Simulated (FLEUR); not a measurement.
# Ti (P6/mmm) in FLEUR: settings compared

The runs below take Ti through band structure, with r2SCAN, SCAN, TPSS.

Program: FLEUR MaX-R8.1 (later development tree). These are calculated values, not measurements. Logs are shortened: lines on timing, memory, paths and dates and some standing lists are left out, and cuts for length are marked.

### Step 1. Starting point

The structure is hexagonal, space group P6/mmm (No. 191). The conventional cell has a = 4.567 Å, b = 4.567 Å, c = 2.826 Å, α = 90.00°, β = 90.00°, γ = 120.00°. Ti (site symmetry -6m2) has 11 Ti at 2.64 to 2.99 Å as nearest neighbours. Ti (site symmetry 6/mmm) is surrounded by 14 Ti at 2.83 to 2.99 Å.

This isn't the form of Ti at room conditions, which is hcp.

### Step 2. Band structure, r2SCAN

The input, inp.xml:

```xml
<?xml version="1.0" encoding="UTF-8" standalone="no"?>
<fleurInput fleurInputVersion="0.39">
   <comment>
      Ti                                                                                                  
   </comment>
   <calculationSetup>
      <cutoffs Kmax="4.3" Gmax="13.3" GmaxXC="13.3" numbands="0"/>
      <scfLoop itmax="80" minDistance="0.0001" maxIterBroyd="30" imix="Anderson" alpha="0.05" precondParam="0.0" spinf="2.0" sdNocoIR="T"/>
      <coreElectrons ctail="F" frcor="F" kcrel="0" coretail_lmax="0"/>
      <xcFunctional name="LibXC" relativisticCorrections="F">
         <LibXCName exchange="mgga_x_r2scan" correlation="mgga_c_r2scan"/>
         <AuxGGA exchange="117" correlation="130"/>
      </xcFunctional>
      <magnetism jspins="1"/>
      <soc l_soc="F" theta="0.0" phi="0.0" spav="F"/>
      <expertModes spex="0" secvar="F"/>
      <geometryOptimization l_f="F" forcealpha="1.0" forcemix="BFGS" epsdisp="0.00001" epsforce="0.00001"/>
      <ldaU l_linMix="F" mixParam="0.05" spinf="1.0"/>
   </calculationSetup>
   <cell>
      <bzIntegration valenceElectrons="36.0" mode="hist" fermiSmearingEnergy="0.00183747">
         <kPointListSelection listName="default-1"/>
         <!-- k-points included here -->
         <xi:include xmlns:xi="http://www.w3.org/2001/XInclude" href="kpts.xml"> </xi:include>
      </bzIntegration>
      <!-- symmetry operations included here -->
      <xi:include xmlns:xi="http://www.w3.org/2001/XInclude" href="sym.xml"> </xi:include>
      <bulkLattice scale="1.0">
         <bravaisMatrix>
            <row-1>    8.6310875382253194     0.0000000000000000     0.0000000000000000</row-1>
            <row-2>   -4.3155437691126597     7.4747410703805031     0.0000000000000000</row-2>
            <row-3>    0.0000000000000000     0.0000000000000000     5.3408276315200558</row-3>
         </bravaisMatrix>
      </bulkLattice>
   </cell>
   <atomSpecies>
      <species name="Titanium (Ti)" element="Ti" atomicNumber="22">
         <mtSphere radius="2.28" gridPoints="763" logIncrement="0.016"/>
         <atomicCutoffs lmax="9" lnonsphr="9"/>
         <electronConfig flipSpins="F">
            <coreConfig>(1s1/2) (2s1/2) (2p1/2) (2p3/2)</coreConfig>
            <valenceConfig>(3s1/2) (3p1/2) (3p3/2) (4s1/2) (3d3/2) (3d5/2)</valenceConfig>
            <stateOccupation state="(3d3/2)" spinUp="0.400000" spinDown="0.400000"/>
            <stateOccupation state="(3d5/2)" spinUp="0.600000" spinDown="0.600000"/>
         </electronConfig>
         <energyParameters s="4" p="4" d="3" f="4"/>
         <lo type="SCLO" l="0" n="3" eDeriv="0"/>
         <lo type="SCLO" l="1" n="3" eDeriv="0"/>
         <lo type="SCLO" l="1" n="3" eDeriv="1"/>
         <lo type="SCLO" l="2" n="3" eDeriv="2"/>
         <lo type="SCLO" l="3" n="4" eDeriv="2"/>
      </species>
   </atomSpecies>
   <atomGroups>
      <atomGroup species="Titanium (Ti)">
         <relPos label="                   1">-1.000/3.000 1.000/3.000 1.000/2.000</relPos>
         <relPos label="                   2">1.000/3.000 -1.000/3.000 1.000/2.000</relPos>
         <force calculate="T" relaxXYZ="TTT"/>
      </atomGroup>
      <atomGroup species="Titanium (Ti)">
         <relPos label="                   3">.0000000000 .0000000000 .0000000000</relPos>
         <force calculate="T" relaxXYZ="TTT"/>
      </atomGroup>
   </atomGroups>
   <output dos="F" band="F" slice="F">
      <checks vchk="F" cdinf="F"/>
      <bandDOS minEnergy="-.5*Htr" maxEnergy="0.5*Htr" sigma="0.015" storeEVData="T"/>
      <vacuumDOS vacdos="F" integ="F" star="F" nstars="0" locx1="0.0" locy1="0.0" locx2="0.0" locy2="0.0" nstm="0" tworkf="0.0"/>
      <unfoldingBand unfoldBand="F" supercellX="1" supercellY="1" supercellZ="1"/>
      <plotting iplot="0" polar="F">
         <plot TwoD="T" vec1="  1.0  0.0  0.0" vec2="  0.0  1.0  0.0" vec3="  0.0  0.0  1.0" zero="  0.0  0.0  0.0" file="plot"/>
      </plotting>
      <chargeDensitySlicing numkpt="0" minEigenval="0.0" maxEigenval="0.0" nnne="0" pallst="F"/>
      <specialOutput eonly="F"/>
      <moessbauerParams electricFieldGradient="T" isomerShift="T" coreHyperfine="T" valenceHyperfine="T"/>
      <magneticCircularDichroism mcd="F" energyLo="-10.0" energyUp="0.0"/>
   </output>
  <!-- We include the file relax.xml here to enable relaxations (see documentation) -->
  <xi:include xmlns:xi="http://www.w3.org/2001/XInclude" href="relax.xml"> <xi:fallback/> </xi:include>
</fleurInput>
```

The input, crystal.txt:

```
Ti
&input cartesian=F /
4.5673748306  0.0000000000  0.0000000000
-2.2836874153  3.9554626319  0.0000000000
0.0000000000  0.0000000000  2.8262442700
1.8897261246
1.0 1.0 1.0

3
22 0.6666666666  0.3333333332  0.5000000000
22 0.3333333332  0.6666666666  0.5000000000
22 -0.0000000001  -0.0000000001  0.0000000000

&kpt div1=7 div2=7 div3=9 gamma=T /
```

The input, inp.xml (bands):

```
<?xml version="1.0" encoding="UTF-8" standalone="no"?>
<fleurInput fleurInputVersion="0.39">
   <comment>
      Ti                                                                                                  
   </comment>
   <calculationSetup>
      <cutoffs Kmax="4.3" Gmax="13.3" GmaxXC="13.3" numbands="0"/>
      <scfLoop itmax="80" minDistance="0.0001" maxIterBroyd="30" imix="Anderson" alpha="0.05" precondParam="0.0" spinf="2.0" sdNocoIR="T"/>
      <coreElectrons ctail="F" frcor="F" kcrel="0" coretail_lmax="0"/>
      <xcFunctional name="LibXC" relativisticCorrections="F">
         <LibXCName exchange="mgga_x_r2scan" correlation="mgga_c_r2scan"/>
         <AuxGGA exchange="117" correlation="130"/>
      </xcFunctional>
      <magnetism jspins="1"/>
      <soc l_soc="F" theta="0.0" phi="0.0" spav="F"/>
      <expertModes spex="0" secvar="F"/>
      <geometryOptimization l_f="F" forcealpha="1.0" forcemix="BFGS" epsdisp="0.00001" epsforce="0.00001"/>
      <ldaU l_linMix="F" mixParam="0.05" spinf="1.0"/>
   </calculationSetup>
   <cell>
      <bzIntegration valenceElectrons="36.0" mode="hist" fermiSmearingEnergy="0.00183747">
         <kPointListSelection listName="path-1"/>
         <!-- k-points included here -->
         <xi:include xmlns:xi="http://www.w3.org/2001/XInclude" href="kpts.xml"> </xi:include>
      </bzIntegration>
      <!-- symmetry operations included here -->
      <xi:include xmlns:xi="http://www.w3.org/2001/XInclude" href="sym.xml"> </xi:include>
      <bulkLattice scale="1.0">
         <bravaisMatrix>
            <row-1>    8.6310875382253194     0.0000000000000000     0.0000000000000000</row-1>
            <row-2>   -4.3155437691126597     7.4747410703805031     0.0000000000000000</row-2>
            <row-3>    0.0000000000000000     0.0000000000000000     5.3408276315200558</row-3>
         </bravaisMatrix>
      </bulkLattice>
   </cell>
   <atomSpecies>
      <species name="Titanium (Ti)" element="Ti" atomicNumber="22">
         <mtSphere radius="2.28" gridPoints="763" logIncrement="0.016"/>
         <atomicCutoffs lmax="9" lnonsphr="9"/>
         <electronConfig flipSpins="F">
            <coreConfig>(1s1/2) (2s1/2) (2p1/2) (2p3/2)</coreConfig>
            <valenceConfig>(3s1/2) (3p1/2) (3p3/2) (4s1/2) (3d3/2) (3d5/2)</valenceConfig>
            <stateOccupation state="(3d3/2)" spinUp="0.400000" spinDown="0.400000"/>
            <stateOccupation state="(3d5/2)" spinUp="0.600000" spinDown="0.600000"/>
         </electronConfig>
         <energyParameters s="4" p="4" d="3" f="4"/>
         <lo type="SCLO" l="0" n="3" eDeriv="0"/>
         <lo type="SCLO" l="1" n="3" eDeriv="0"/>
         <lo type="SCLO" l="1" n="3" eDeriv="1"/>
         <lo type="SCLO" l="2" n="3" eDeriv="2"/>
         <lo type="SCLO" l="3" n="4" eDeriv="2"/>
      </species>
   </atomSpecies>
   <atomGroups>
      <atomGroup species="Titanium (Ti)">
         <relPos label="                   1">-1.000/3.000 1.000/3.000 1.000/2.000</relPos>
         <relPos label="                   2">1.000/3.000 -1.000/3.000 1.000/2.000</relPos>
         <force calculate="T" relaxXYZ="TTT"/>
      </atomGroup>
      <atomGroup species="Titanium (Ti)">
         <relPos label="                   3">.0000000000 .0000000000 .0000000000</relPos>
         <force calculate="T" relaxXYZ="TTT"/>
      </atomGroup>
   </atomGroups>
   <output dos="F" band="T" slice="F">
      <checks vchk="F" cdinf="F"/>
      <bandDOS minEnergy="-.5*Htr" maxEnergy="0.5*Htr" sigma="0.015" storeEVData="T"/>
      <vacuumDOS vacdos="F" integ="F" star="F" nstars="0" locx1="0.0" locy1="0.0" locx2="0.0" locy2="0.0" nstm="0" tworkf="0.0"/>
      <unfoldingBand unfoldBand="F" supercellX="1" supercellY="1" supercellZ="1"/>
      <plotting iplot="0" polar="F">
         <plot TwoD="T" vec1="  1.0  0.0  0.0" vec2="  0.0  1.0  0.0" vec3="  0.0  0.0  1.0" zero="  0.0  0.0  0.0" file="plot"/>
      </plotting>
      <chargeDensitySlicing numkpt="0" minEigenval="0.0" maxEigenval="0.0" nnne="0" pallst="F"/>
      <specialOutput eonly="F"/>
      <moessbauerParams electricFieldGradient="T" isomerShift="T" coreHyperfine="T" valenceHyperfine="T"/>
      <magneticCircularDichroism mcd="F" energyLo="-10.0" energyUp="0.0"/>
   </output>
  <!-- We include the file relax.xml here to enable relaxations (see documentation) -->
  <xi:include xmlns:xi="http://www.w3.org/2001/XInclude" href="relax.xml"> <xi:fallback/> </xi:include>
</fleurInput>
```

Potentials or basis: all-electron, FLAPW.

Command:

```sh
> inpgen -f crystal.txt -profile fastHighL
> # inp.xml edited to the form shown
> fleur_MPI
> fleur_MPI   # second run, on inp.xml (bands)
```

The program printed:

```text
Welcome to FLEUR        (www.flapw.de)
      MaX-Release 8.1          (www.max-centre.eu)
 func_ids         498         497         498         497
 MetaGGA potential functional detected - V_tau will be computed
 Auxiliary Potential for radial basis: exchange=         117  correlation=         130
The functional 'Re-regularized SCAN exchange by Furness et al' is an exchange functional, it belongs to the 'MGGA' family and is defined in the reference(s):
[1] J. W. Furness, A. D. Kaplan, J. Ning, J. P. Perdew, and J. Sun.,  J. Phys. Chem. Lett. 11, 8208-8215 (2020)
[2] J. W. Furness, A. D. Kaplan, J. Ning, J. P. Perdew, and J. Sun.,  J. Phys. Chem. Lett. 11, 9248-9248 (2020)
The functional 'Re-regularized SCAN correlation by Furness et al' is a correlation functional, it belongs to the 'MGGA' family and is defined in the reference(s):
[1] J. W. Furness, A. D. Kaplan, J. Ning, J. P. Perdew, and J. Sun.,  J. Phys. Chem. Lett. 11, 8208-8215 (2020)
[2] J. W. Furness, A. D. Kaplan, J. Ning, J. P. Perdew, and J. Sun.,  J. Phys. Chem. Lett. 11, 9248-9248 (2020)
 Using same functional for VXC and EXC

 ========== k-point set info ==========
 Selected k-point list: default-1
 k-point list type: mesh
 7 x 7 x 9
 Number of k points: 40

 ------------Calculation Setup---------------------------
 Number of MPI-tasks      :            1
 Number of PE/node        :            1
 Number of OMP-threads    :            1
 Most efficient MPI parallelization for:
           1           2           4           5           8          10          20          40
 Additional eigenvalue parallelization possible
 Number of basis functions:          581
 Approximate size of matrices (H+S) per k-point:         0.005 GB
 --------------------------------------------------------
The functional 'Hammer, Hansen, and Norskov' is an exchange functional, it belongs to the 'GGA' family and is defined in the reference(s):
[1] B. Hammer, L. B. Hansen, and J. K. Nørskov.,  Phys. Rev. B 59, 7413 (1999)
The functional 'Perdew, Burke & Ernzerhof' is a correlation functional, it belongs to the 'GGA' family and is defined in the reference(s):
[1] J. P. Perdew, K. Burke, and M. Ernzerhof.,  Phys. Rev. Lett. 77, 3865 (1996)
[2] J. P. Perdew, K. Burke, and M. Ernzerhof.,  Phys. Rev. Lett. 78, 1396 (1997)
 Using same functional for VXC and EXC
 Using auxiliary GGA potential for the first iteration of MetaGGA calculation.
 Reset of history
 Reset of history
 Iteration:     1   Distance:      18.15567035 me/bohr^3
The functional 'Hammer, Hansen, and Norskov' is an exchange functional, it belongs to the 'GGA' family and is defined in the reference(s):
[1] B. Hammer, L. B. Hansen, and J. K. Nørskov.,  Phys. Rev. B 59, 7413 (1999)
The functional 'Perdew, Burke & Ernzerhof' is a correlation functional, it belongs to the 'GGA' family and is defined in the reference(s):
[1] J. P. Perdew, K. Burke, and M. Ernzerhof.,  Phys. Rev. Lett. 77, 3865 (1996)
[2] J. P. Perdew, K. Burke, and M. Ernzerhof.,  Phys. Rev. Lett. 78, 1396 (1997)
 Using same functional for VXC and EXC
 Iteration:     2   Distance:      17.44919958 me/bohr^3
The functional 'Hammer, Hansen, and Norskov' is an exchange functional, it belongs to the 'GGA' family and is defined in the reference(s):
[1] B. Hammer, L. B. Hansen, and J. K. Nørskov.,  Phys. Rev. B 59, 7413 (1999)
The functional 'Perdew, Burke & Ernzerhof' is a correlation functional, it belongs to the 'GGA' family and is defined in the reference(s):
[1] J. P. Perdew, K. Burke, and M. Ernzerhof.,  Phys. Rev. Lett. 77, 3865 (1996)
[2] J. P. Perdew, K. Burke, and M. Ernzerhof.,  Phys. Rev. Lett. 78, 1396 (1997)
 Using same functional for VXC and EXC
 Iteration:     3   Distance:      16.39732242 me/bohr^3
The functional 'Hammer, Hansen, and Norskov' is an exchange functional, it belongs to the 'GGA' family and is defined in the reference(s):
[1] B. Hammer, L. B. Hansen, and J. K. Nørskov.,  Phys. Rev. B 59, 7413 (1999)
The functional 'Perdew, Burke & Ernzerhof' is a correlation functional, it belongs to the 'GGA' family and is defined in the reference(s):
[1] J. P. Perdew, K. Burke, and M. Ernzerhof.,  Phys. Rev. Lett. 77, 3865 (1996)
[2] J. P. Perdew, K. Burke, and M. Ernzerhof.,  Phys. Rev. Lett. 78, 1396 (1997)
 Using same functional for VXC and EXC
 Iteration:     4   Distance:       7.37702479 me/bohr^3
The functional 'Hammer, Hansen, and Norskov' is an exchange functional, it belongs to the 'GGA' family and is defined in the reference(s):
[1] B. Hammer, L. B. Hansen, and J. K. Nørskov.,  Phys. Rev. B 59, 7413 (1999)
The functional 'Perdew, Burke & Ernzerhof' is a correlation functional, it belongs to the 'GGA' family and is defined in the reference(s):
[1] J. P. Perdew, K. Burke, and M. Ernzerhof.,  Phys. Rev. Lett. 77, 3865 (1996)
[2] J. P. Perdew, K. Burke, and M. Ernzerhof.,  Phys. Rev. Lett. 78, 1396 (1997)
 Using same functional for VXC and EXC
 Iteration:     5   Distance:       6.31381657 me/bohr^3
The functional 'Hammer, Hansen, and Norskov' is an exchange functional, it belongs to the 'GGA' family and is defined in the reference(s):
[... 67 lines left out ...]
 Using same functional for VXC and EXC
 Iteration:    15   Distance:       0.00215386 me/bohr^3
The functional 'Hammer, Hansen, and Norskov' is an exchange functional, it belongs to the 'GGA' family and is defined in the reference(s):
[1] B. Hammer, L. B. Hansen, and J. K. Nørskov.,  Phys. Rev. B 59, 7413 (1999)
The functional 'Perdew, Burke & Ernzerhof' is a correlation functional, it belongs to the 'GGA' family and is defined in the reference(s):
[1] J. P. Perdew, K. Burke, and M. Ernzerhof.,  Phys. Rev. Lett. 77, 3865 (1996)
[2] J. P. Perdew, K. Burke, and M. Ernzerhof.,  Phys. Rev. Lett. 78, 1396 (1997)
 Using same functional for VXC and EXC
 Iteration:    16   Distance:       0.00049631 me/bohr^3
The functional 'Hammer, Hansen, and Norskov' is an exchange functional, it belongs to the 'GGA' family and is defined in the reference(s):
[1] B. Hammer, L. B. Hansen, and J. K. Nørskov.,  Phys. Rev. B 59, 7413 (1999)
The functional 'Perdew, Burke & Ernzerhof' is a correlation functional, it belongs to the 'GGA' family and is defined in the reference(s):
[1] J. P. Perdew, K. Burke, and M. Ernzerhof.,  Phys. Rev. Lett. 77, 3865 (1996)
[2] J. P. Perdew, K. Burke, and M. Ernzerhof.,  Phys. Rev. Lett. 78, 1396 (1997)
 Using same functional for VXC and EXC
 Iteration:    17   Distance:       0.00011357 me/bohr^3
The functional 'Hammer, Hansen, and Norskov' is an exchange functional, it belongs to the 'GGA' family and is defined in the reference(s):
[1] B. Hammer, L. B. Hansen, and J. K. Nørskov.,  Phys. Rev. B 59, 7413 (1999)
The functional 'Perdew, Burke & Ernzerhof' is a correlation functional, it belongs to the 'GGA' family and is defined in the reference(s):
[1] J. P. Perdew, K. Burke, and M. Ernzerhof.,  Phys. Rev. Lett. 77, 3865 (1996)
[2] J. P. Perdew, K. Burke, and M. Ernzerhof.,  Phys. Rev. Lett. 78, 1396 (1997)
 Using same functional for VXC and EXC
 Iteration:    18   Distance:       0.00006127 me/bohr^3

 ********************************************************************
 Run finished successfully
 Stop message:
   all done
 ********************************************************************
```

Wall time 2 min (1 thread of Arm Neoverse V1, shared host); peak memory 0.09 GiB.

What came out:

| Item | Value |
| --- | --- |
| Free energy | -69712.4722 eV |
| Band gap along the path | none (metal or under the smearing width) |
| Valence electrons inside the program's atomic spheres | Ti 10.13, 10.01 (radii Ti 2.28 bohr) |

Levels at the corners of the path, in eV from the Fermi level:
```csv
point,band 16,band 17,band 18,band 19,band 20,band 21
Γ,-0.78,-0.77,-0.77,0.03,0.82,1.44
M,-0.42,-0.35,-0.34,0.09,0.64,0.95
K,-0.27,-0.27,-0.10,0.20,0.33,0.33
Γ,-0.78,-0.77,-0.77,0.03,0.82,1.44
A,-1.99,-1.77,-1.77,1.14,1.14,1.39
L,-1.27,-0.85,-0.74,0.46,0.92,0.92
H,-1.26,-1.26,-1.07,0.72,0.72,0.89
A,-1.99,-1.77,-1.77,1.14,1.14,1.39
L,-1.27,-0.85,-0.74,0.46,0.92,0.92
M,-0.42,-0.35,-0.34,0.09,0.64,0.95
K,-0.27,-0.27,-0.10,0.20,0.33,0.33
H,-1.26,-1.26,-1.07,0.72,0.72,0.89
```

Core levels (eV from the Fermi level):
```csv
atom,levels
1 Ti,"1s1/2 -4863.2, 2s1/2 -531.4, 2p1/2 -442.4, 2p3/2 -436.6"
2 Ti,"1s1/2 -4863.2, 2s1/2 -531.4, 2p1/2 -442.4, 2p3/2 -436.6"
3 Ti,"1s1/2 -4863.5, 2s1/2 -531.9, 2p1/2 -442.8, 2p3/2 -437.0"
```

Caveat: the meta-GGA is that of a development version, with a GGA for the radial functions and cores and without core tails.

### Step 3. Band structure, SCAN

inp.xml, as its differences from that of step 2:

```diff
@@ -10,3 +10,3 @@
       <xcFunctional name="LibXC" relativisticCorrections="F">
-         <LibXCName exchange="mgga_x_r2scan" correlation="mgga_c_r2scan"/>
+         <LibXCName exchange="mgga_x_scan" correlation="mgga_c_scan"/>
          <AuxGGA exchange="117" correlation="130"/>
```

crystal.txt is that of step 2.

inp.xml (bands), as its differences from that of step 2:

```diff
@@ -10,3 +10,3 @@
       <xcFunctional name="LibXC" relativisticCorrections="F">
-         <LibXCName exchange="mgga_x_r2scan" correlation="mgga_c_r2scan"/>
+         <LibXCName exchange="mgga_x_scan" correlation="mgga_c_scan"/>
          <AuxGGA exchange="117" correlation="130"/>
```

Potentials or basis: all-electron, FLAPW.

Command:

```sh
> inpgen -f crystal.txt -profile fastHighL
> # inp.xml edited to the form shown
> fleur_MPI
> fleur_MPI   # second run, on inp.xml (bands)
```

It took 2 min on 1 thread of Arm Neoverse V1, shared host; peak memory 0.09 GiB.

The run converged. Its results:

| Property | Result |
| --- | --- |
| Free energy | -69721.8580 eV |
| Band gap along the path | none (metal or under the smearing width) |
| Valence electrons inside the program's atomic spheres | Ti 10.13, 10.01 (radii Ti 2.28 bohr) |

Levels at the corners of the path, in eV from the Fermi level:
| point | band 16 | band 17 | band 18 | band 19 | band 20 | band 21 |
| --- | --- | --- | --- | --- | --- | --- |
| Γ | -0.76 | -0.74 | -0.74 | 0.00 | 0.80 | 1.42 |
| M | -0.42 | -0.36 | -0.35 | 0.10 | 0.63 | 0.97 |
| K | -0.28 | -0.28 | -0.10 | 0.20 | 0.34 | 0.34 |
| Γ | -0.76 | -0.74 | -0.74 | 0.00 | 0.80 | 1.42 |
| A | -1.98 | -1.76 | -1.76 | 1.16 | 1.16 | 1.38 |
| L | -1.27 | -0.82 | -0.73 | 0.46 | 0.90 | 0.92 |
| H | -1.23 | -1.23 | -1.05 | 0.71 | 0.71 | 0.89 |
| A | -1.98 | -1.76 | -1.76 | 1.16 | 1.16 | 1.38 |
| L | -1.27 | -0.82 | -0.73 | 0.46 | 0.90 | 0.92 |
| M | -0.42 | -0.36 | -0.35 | 0.10 | 0.63 | 0.97 |
| K | -0.28 | -0.28 | -0.10 | 0.20 | 0.34 | 0.34 |
| H | -1.23 | -1.23 | -1.05 | 0.71 | 0.71 | 0.89 |

Core levels (eV from the Fermi level):
| atom | levels |
| --- | --- |
| 1 Ti | 1s1/2 -4863.2, 2s1/2 -531.4, 2p1/2 -442.4, 2p3/2 -436.6 |
| 2 Ti | 1s1/2 -4863.2, 2s1/2 -531.4, 2p1/2 -442.4, 2p3/2 -436.6 |
| 3 Ti | 1s1/2 -4863.5, 2s1/2 -531.9, 2p1/2 -442.8, 2p3/2 -437.0 |

Caveat: the meta-GGA is that of a development version, with a GGA for the radial functions and cores and without core tails.

[end of part 1 of 2]
